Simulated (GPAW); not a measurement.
# GaN (P6_3mc) in GPAW: further runs

The runs below take GaN through band structure, equation of state, one-shot levels of the hybrid HSE06, with BLYP, PBE.

All numbers are computed with GPAW 26.7.0; they aren't measurements. Logs are shortened: lines on timing, memory, paths and dates and some standing lists are left out, and cuts for length are marked. The log counts tension as positive stress, the text compression.

**What was measured.**

“Studying electronic properties in GaN without electrical contacts using γ-γ vs e−-γ Perturbed Angular Correlations”, 2019, pmc:6823545 quotes, for a bulk crystal of GaN: band gap 3.503 ± 0.005 eV (direct).

The results are compared with them further down.

### 1 The structure

Symmetry: P6_3mc, No. 186, hexagonal system. Conventional cell: a = 3.180 Å, b = 3.180 Å, c = 5.166 Å, α = 90.00°, β = 90.00°, γ = 120.00°. Ga (site symmetry 3m) is surrounded by 4 N at 1.94 to 1.95 Å. Around N (site symmetry 3m) lie 4 Ga at 1.94 to 1.95 Å.

### 2 Band structure, BLYP, spin-orbit coupling, no magnetisation

The input, run.py:

```python
import numpy as np
from ase.dft.bandgap import bandgap
from ase.io import read, write
from ase.units import GPa
from gpaw import GPAW, PW, setup_paths
from gpaw.spinorbit import soc_eigenstates

setup_paths.insert(0, '.')

atoms = read('GaN.xyz')

calc = GPAW(mode=PW(800),
            xc='BLYP',
            kpts={'size': (7, 7, 4), 'gamma': True},
            occupations={'name': 'fermi-dirac', 'width': 0.05},
            nbands=18,
            convergence={'density': 1e-05, 'energy': 1e-05},
            eigensolver='davidson',
            maxiter=150,
            txt='gpaw.txt')
atoms.calc = calc
energy = atoms.get_potential_energy()
forces = atoms.get_forces()
stress = atoms.get_stress()
calc.write('gs.gpw')
write('result.traj', atoms)
print(f'Energy: {energy:.6f} eV')
print('Forces (eV/A):')
print(forces.round(4))
print('Stress (GPa):', (stress / GPa).round(3))
print('Fermi level:', round(calc.get_fermi_level(), 4), 'eV')
print(f'Gap: {bandgap(calc)[0]:.4f} eV, direct: {bandgap(calc, direct=True)[0]:.4f} eV')

path = atoms.cell.bandpath('GMKGALHA,LM,KH', npoints=60, eps=1e-4)
bs_calc = calc.fixed_density(kpts=path, symmetry='off', nbands=29,
                             convergence={'bands': 'CBM+6.0', 'eigenstates': 1e-6}, txt='bands.txt')
bs = bs_calc.band_structure()
bs.write('bs.json')
print(f'Gap on the path: {bandgap(bs_calc)[0]:.4f} eV')

soc = soc_eigenstates(bs_calc, theta=0, phi=0)
np.savetxt('soc_bands.dat', soc.eigenvalues(), fmt='%.4f')
mesh = soc_eigenstates('gs.gpw', theta=0, phi=0)
np.savetxt('soc_mesh.dat', mesh.eigenvalues(), fmt='%.4f')
print('Fermi level with spin-orbit coupling:', round(mesh.fermi_level, 4), 'eV')
```

The input, GaN.xyz:

```xyz
4
Lattice="3.1800000000 0.0000000000 0.0000000000 -1.5900000000 2.7539607840 0.0000000000 0.0000000000 0.0000000000 5.1660000000" Properties=species:S:1:pos:R:3 pbc="T T T"
Ga     1.5900000002      0.9179869279      2.5830000000
Ga    -0.0000000002      1.8359738561      0.0000000000
N      1.5900000002      0.9179869279      4.5202500000
N     -0.0000000002      1.8359738561      1.9372500000
```

Potentials or basis: PAW data sets generated in the run's folder for this functional, pw.

Launch:

```sh
$ gpaw-setup -f BLYP Ga N
$ OMP_NUM_THREADS=1 python run.py
```

gpaw.txt:

```text
__  _  _
 | _ |_)|_||  |
 |__||  | ||/\| - 26.7.0

Input parameters:
  mode=PW(ecut=800.0),
  convergence={'density': 1e-05, 'energy': 1e-05},
  eigensolver=Davidson(niter=2),
  kpts=MonkhorstPack(size=(7, 7, 4), gamma=True),
  maxiter=150,
  nbands=18,
  occupations=Occupations(name='fermi-dirac', width=0.05),
  xc=XC(name='BLYP')

Diagonalizing LCAO Hamiltonian
Converting LCAO to pw mode

           N

           Ga
        N

        Ga

Atoms  # Å, Bohr magnetons
|   | symbol |         x |        y |        z |    initial magnetic moments |
|---|--------|-----------|----------|----------|-----------------------------|
| 0 |     Ga |  1.590000 | 0.917987 | 2.583000 | ( 0.0000,  0.0000,  0.0000) |
| 1 |     Ga | -0.000000 | 1.835974 | 0.000000 | ( 0.0000,  0.0000,  0.0000) |
| 2 |      N |  1.590000 | 0.917987 | 4.520250 | ( 0.0000,  0.0000,  0.0000) |
| 3 |      N | -0.000000 | 1.835974 | 1.937250 | ( 0.0000,  0.0000,  0.0000) |

Unit cell  # Å
| periodic |         x |        y |        z |  lengths |     angles |
|----------|-----------|----------|----------|----------|------------|
|      yes |  3.180000 | 0.000000 | 0.000000 | 3.180000 |  90.000000 |
|      yes | -1.590000 | 2.753961 | 0.000000 | 3.180000 |  90.000000 |
|      yes |  0.000000 | 0.000000 | 5.166000 | 5.166000 | 120.000000 |

Number of symmetries: 6
Symmetry operations  # r_c * U_cc + t_c -> r_c
|   | kind |            matrix            |
|---|------|------------------------------|
| 0 |  σ   |  1, 1, 0,  0,-1, 0,  0, 0, 1 |
| 1 |  E   |  1, 0, 0,  0, 1, 0,  0, 0, 1 |
| 2 |  C3  |  0, 1, 0, -1,-1, 0,  0, 0, 1 |
| 3 |  σ   |  0,-1, 0, -1, 0, 0,  0, 0, 1 |
| 4 |  σ   | -1, 0, 0,  1, 1, 0,  0, 0, 1 |
| 5 |  C3  | -1,-1, 0,  1, 0, 0,  0, 0, 1 |

BZ-sampling:
  Number of BZ points: 196
  Number of IBZ points: 28

  Monkhorst-Pack size: [7, 7, 4]
  Monkhorst-Pack shift: [0.0, 0.0, 0.125]

K-points  # in reciprocal-cell coordinates
|     |                                coordinates |     weight |
|-----|--------------------------------------------|------------|
|   0 | (  0.00000000,   0.00000000,   0.00000000) | 0.00510204 |
|   1 | (  0.00000000,   0.00000000,   0.25000000) | 0.01020408 |
|   2 | (  0.00000000,   0.00000000,   0.50000000) | 0.00510204 |
|   3 | (  0.14285714,   0.00000000,  -0.25000000) | 0.03061224 |
|   4 | (  0.14285714,   0.00000000,   0.00000000) | 0.03061224 |
|   5 | (  0.14285714,   0.00000000,   0.25000000) | 0.03061224 |
|   6 | (  0.14285714,   0.00000000,   0.50000000) | 0.03061224 |
|   7 | (  0.28571429,  -0.14285714,   0.00000000) | 0.03061224 |
|   8 | (  0.28571429,  -0.14285714,   0.25000000) | 0.06122449 |
|   9 | (  0.28571429,  -0.14285714,   0.50000000) | 0.03061224 |
| ... |                                            |            |
|  27 | (  0.42857143,   0.42857143,   0.50000000) | 0.03061224 |

Plane wave coefficients: 2352
Cutoff: 800.0 eV

Spin-components: 1 (collinear spins)
Bands:           18
Projectors:      20
Spin-degeneracy: 2
Datatype:        complex128

Parallelization:
  kpt:    1
  domain: 1
  band:   1

Density:
  Valence electrons: 16.0
  Components: 1
  Grid points: [21 21 35]
  Charge: 0.0  # |e|

Potential:
  Grid points: [21 21 35]

species:
  Ga:
    name:    Gallium
    Z:       31.0
    valence: 3
    core:    28
    charge:  0.0  # [|e|]
    compensation charges:
      type: gauss
      rc: 0.37  # [Å]
      lmax: 2
    cutoffs:
      filter: 2.06  # [Å]
      core: 4.17  # [Å]
    projectors
    | kind |    occ | energy [eV] | rcut [Å] |
    |------|--------|-------------|----------|
    |   4s |  2.000 |      -8.903 |    1.164 |
    |   4p |  1.000 |      -2.515 |    1.164 |
    |    s |        |      18.309 |    1.164 |
    |    p |        |      24.697 |    1.164 |
    |    d |        |       0.000 |    1.164 |

    Using partial waves for Ga as LCAO basis

  N:
    name:    Nitrogen
    Z:       7.0
    valence: 5
    core:    2
    charge:  0.0  # [|e|]
    compensation charges:
      type: gauss
      rc: 0.18  # [Å]
      lmax: 2
    cutoffs:
      filter: 1.11  # [Å]
      core: 0.96  # [Å]
    projectors
    | kind |    occ | energy [eV] | rcut [Å] |
    |------|--------|-------------|----------|
    |   2s |  2.000 |     -18.447 |    0.603 |
    |   2p |  3.000 |      -7.063 |    0.529 |
    |    s |        |       8.764 |    0.603 |
    |    p |        |      20.148 |    0.529 |
    |    d |        |       0.000 |    0.577 |

    Using partial waves for N as LCAO basis

Reference energy: -108757.508249  # eV

eigensolver:
  Davidson
  Converge bands: occupied
  niter=2

density mixing:
  MSR1-Mixer
  Pratt-step length: 0.05
  Maximum mixing coefficient: 0.75
  Old densities: 10
  SVD Regularization: 0.005
  Good broyden scale: 1.0
  Trust region scale: 1.0
  Backstep threshold: 4.0
  History deletion threshold: 6.0
  Fourier metric: weight=20.0, sigma=0.015

occupation numbers:
  Fermi-Dirac:
    width: 0.0500  # eV

poisson solver:
  ecut: 6400.0  # eV

xc functional:
  name: BLYP with 2 nearest neighbor stencil

convergence criteria:
- Maximum integral of absolute [dens]ity change: 1e-05 electrons / valence electron
- Maximum [total energy] change in last 3 cyles: 1e-05 eV / valence electron
- Maximum integral of absolute [eigenst]ate change: 4e-08 eV^2 / valence electron
maximum number of iterations: 150

SCF iterations
|iter     | |      energy | eigst |  dens |
|---------|-|-------------|-------|-------|
|iter:   1| |  -26.124202 | -0.13 |       |
|iter:   2| |  -24.958128 | -1.91 | -0.54 |
|iter:   3| |  -21.786920 | -0.45 | -0.59 |
|iter:   4| |  -21.771087 | -2.32 | -1.29 |
|iter:   5| |  -21.766065 | -2.92 | -1.53 |
|iter:   6| |  -21.764553 | -3.89 | -2.40 |
|iter:   7| |  -21.764567 | -5.03 | -3.16 |
|iter:   8| |  -21.764565c| -6.36 | -3.69 |
|iter:   9| |  -21.764564c| -7.28 | -4.05 |
|iter:  10| |  -21.764564c| -8.31c| -4.73 |
|iter:  11| |  -21.764564c| -9.12c| -5.11c|

Converged in 11 steps
Energy contributions relative to reference atoms: (reference = -108757.508249)

Energy contributions:
  Kinetic:          77.674062
  Coulomb:         -67.777381
  Zero:              0.303421
  External:          0.000000
  Xc:              -31.964666
  Entropy:          -0.000000
  Spinorbit:         0.000000
  ----------------------------
  Free energy:     -21.764564
  Extrapolated:    -21.764564

dipole moment: (-0.000019, -0.000043, -11.730701)  # |e|*Ang

Fermi level: 7.998
Eigenvalues  # (at kpt = [0.000, 0.000, 0.000])
| band index |      eig [eV] | occ [0-2] |
|------------|---------------|-----------|
|          0 |        -8.977 |     2.000 |
|          1 |        -6.608 |     2.000 |
|          2 |        -0.069 |     2.000 |
|          3 |         5.897 |     2.000 |
|          4 |         5.897 |     2.000 |
|          5 |         6.882 |     2.000 |
[... 8 lines left out ...]
|         14 |        18.798 |     0.000 |
|         15 |        18.798 |     0.000 |
|        ... |               |           |
|         17 |        22.389 |     0.000 |

Gap: 2.211 eV
Transition (v -> c):
  (s=0, k=0, n=7, [0.00, 0.00, 0.00]) -> (s=0, k=0, n=8, [0.00, 0.00, 0.00])
No difference between direct/indirect transitions

Forces  # eV/Ang
|        x |        y |        z |
|----------|----------|----------|
| -0.00000 | -0.00000 | -0.17262 |  # Ga   0
| -0.00000 |  0.00000 | -0.17261 |  # Ga   1
| -0.00000 | -0.00000 |  0.17352 |  # N    2
| -0.00000 |  0.00000 |  0.17269 |  # N    3

Stress tensor  # eV/Ang^3
|         x |         y |         z |
|-----------|-----------|-----------|
| -0.118852 |  0.000000 | -0.000000 |
| -0.000000 | -0.118852 |  0.000000 |
| -0.000000 |  0.000000 | -0.134782 |

# Writing to gs.gpw (mode='')
```

Wall time 54 s (1 thread of Arm Neoverse V1, shared host); peak memory 0.32 GiB.

Results:

```
Free energy             : -21.7646 eV
Pressure                : 19.9 GPa
Largest force           : 0.174 eV/Å
Band gap on the k mesh  : 2.20 eV, direct
Band gap along the path : 2.20 eV, direct
```

Forces on the atoms (eV/Å):
```
Ga   0.000  0.000 -0.173
Ga   0.000  0.000 -0.173
N    0.000  0.000  0.174
N    0.000  0.000  0.173
```

Levels at the corners of the path, in eV from the valence-band top:
```
point  band 12  band 13  band 14  band 15  band 16  band 17  band 18  band 19  band 20  band 21
    Γ    -0.07    -0.01    -0.01     0.00     0.00     2.20     2.20     4.46     4.46     9.49
    M    -2.71    -2.22    -2.22    -0.98    -0.98     5.31     5.31     5.79     5.79     6.31
    K    -2.99    -2.99    -2.97    -2.69    -2.69     5.45     5.45     7.93     7.94     7.95
    Γ    -0.07    -0.01    -0.01     0.00     0.00     2.20     2.20     4.46     4.46     9.49
    A    -0.56    -0.53    -0.53    -0.53    -0.53     4.47     4.47     4.47     4.47     8.75
    L    -1.94    -1.89    -1.89    -1.89    -1.89     4.67     4.67     4.67     4.67     7.96
    H    -4.13    -1.48    -1.48    -1.47    -1.47     6.65     6.65     6.68     6.68     7.59
    A    -0.56    -0.53    -0.53    -0.53    -0.53     4.47     4.47     4.47     4.47     8.75
    L    -1.94    -1.89    -1.89    -1.89    -1.89     4.67     4.67     4.67     4.67     7.96
    M    -2.71    -2.22    -2.22    -0.98    -0.98     5.31     5.31     5.79     5.79     6.31
    K    -2.99    -2.99    -2.97    -2.69    -2.69     5.45     5.45     7.93     7.94     7.95
    H    -4.13    -1.48    -1.48    -1.47    -1.47     6.65     6.65     6.68     6.68     7.59
```

Caveat: the data sets keep Ga 3d, Li 1s and Be 1s frozen, and some such compounds lay over 1.5 % in volume off other programs; spin-orbit coupling was added after a scalar SCF, so levels and gaps hold it while energy, forces, pressure and moments don't; this program's spin-orbit splittings come out too wide for heavy elements; so large a pressure means that the cell lies far from this level's equilibrium, or that cutoff or potentials fall short.

### 3 Equation of state, PBE

The input, run.py:

```python
from ase.eos import EquationOfState
from ase.io import Trajectory, read
from ase.units import GPa
from gpaw import GPAW, PW, setup_paths

setup_paths.insert(0, '.')

atoms = read('GaN.cif')

traj = Trajectory('eos.traj', 'w')
volumes, energies = [], []
for x in [0.94, 0.96, 0.98, 1.0, 1.02, 1.04, 1.06]:
    a = atoms.copy()
    a.set_cell(atoms.cell * x**(1 / 3), scale_atoms=True)
    calc = GPAW(mode=PW(800),
                xc='PBE',
                kpts={'size': (7, 7, 4), 'gamma': True},
                occupations={'name': 'fermi-dirac', 'width': 0.05},
                nbands=18,
                convergence={'density': 1e-05, 'energy': 1e-05},
                maxiter=150,
                txt=f'eos-{x:.2f}.txt')
    a.calc = calc
    energies.append(a.get_potential_energy(force_consistent=True))
    volumes.append(a.get_volume())
    p = -a.get_stress()[:3].mean() / GPa
    calc.write(f'eos-{x:.2f}.gpw')
    traj.write(a)
    print(f'{x:.2f} {volumes[-1]:10.4f} A^3 {energies[-1]:14.6f} eV {p:9.3f} GPa', flush=True)

v0, e0, B = EquationOfState(volumes, energies, eos='birchmurnaghan').fit()
print(f'V0 = {v0:.4f} A^3, E0 = {e0:.6f} eV, B0 = {B / GPa:.2f} GPa')
```

The input, GaN.cif:

```cif
data_GaN
_cell_length_a 3.18000000
_cell_length_b 3.18000000
_cell_length_c 5.16600000
_cell_angle_alpha 90.00000000
_cell_angle_beta 90.00000000
_cell_angle_gamma 120.00000000
_space_group_name_H-M_alt 'P6_3mc'
_space_group_name_Hall 'P 6c -2c'
_space_group_IT_number 186
loop_
_space_group_symop_operation_xyz
'x,y,z'
'x-y,x,z+1/2'
'-y,x-y,z'
'-x,-y,z+1/2'
'-x+y,-x,z'
'y,-x+y,z+1/2'
'y,x,z+1/2'
'x,x-y,z'
'x-y,-y,z+1/2'
'-y,-x,z'
'-x,-x+y,z+1/2'
'-x+y,y,z'
loop_
_atom_site_label
_atom_site_type_symbol
_atom_site_symmetry_multiplicity
_atom_site_Wyckoff_symbol
_atom_site_fract_x
_atom_site_fract_y
_atom_site_fract_z
_atom_site_occupancy
Ga1 Ga 2 b 0.6666666667 0.3333333333 0.5000000000 1
N1 N 2 b 0.6666666667 0.3333333333 0.8750000000 1
```

Potentials or basis: PAW data sets generated in the run's folder for this functional, pw.

Launch:

```sh
$ gpaw-setup -f PBE Ga N
$ OMP_NUM_THREADS=1 python run.py
```

Wall time 2.9 min (1 thread of Arm Neoverse V1, shared host); peak memory 0.33 GiB.

The run converged. Its results:

| Property | Result |
| --- | --- |
| Equilibrium volume | 12.17 Å³/atom (rough: see the caveat) |
| Bulk modulus at fixed shape and positions | 182 GPa (rough) |

Energy against volume, from the lowest point:
```csv
volume (Å³/atom),energy (meV/atom)
10.632,141.61
10.858,98.54
11.084,64.39
11.310,38.25
11.537,19.26
11.763,6.71
11.989,0.00
```

Caveat: the data sets keep Ga 3d, Li 1s and Be 1s frozen, and some such compounds lay over 1.5 % in volume off other programs; the minimum lies outside the volumes run; the cell was scaled at fixed shape and fractional positions, which overstates the stiffness of a crystal with free parameters, most of all of layers and chains.

(Part 1 of 2 ends here.)
